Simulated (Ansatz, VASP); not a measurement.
# One calculation of Au, two programs

```
Au
1.0
     0.00000    1.89545    1.89545
     1.89545    0.00000    1.89545
     1.89545    1.89545    0.00000
Au
1
Direct
  0.00000 0.00000 0.00000
```

Change from the starting cell: volume scaled by 0.8, LAPW.

Alike in both runs: task single point; functional PBEsol; k mesh 18 × 18 × 18; occupations fermi-dirac, width 0.08 eV; no spin polarisation.

```csv
,VASP,Ansatz
version,VASP 6.6.1,Ansatz 0.2.0
potentials or method,"VASP PAW PBE potentials, release 64 (Au), cutoff 520 eV","all-electron LAPW, scalar-relativistic"
```

|  | VASP | Ansatz | Ansatz less VASP |
| --- | --- | --- | --- |
| pressure (GPa) | 72.9 | 73.1 | +0.20 |

Ansatz ran all-electron here, so the differences hold the error of VASP's frozen core and of both bases.

Caveats: the cell as given lies far from equilibrium; so large a pressure means that the cell lies far from this level's equilibrium, or that cutoff or potentials fall short (VASP); the potentials were made for another functional, which shifts forces and pressure (VASP). Spin-orbit coupling is left out, which matters for the levels of Au.
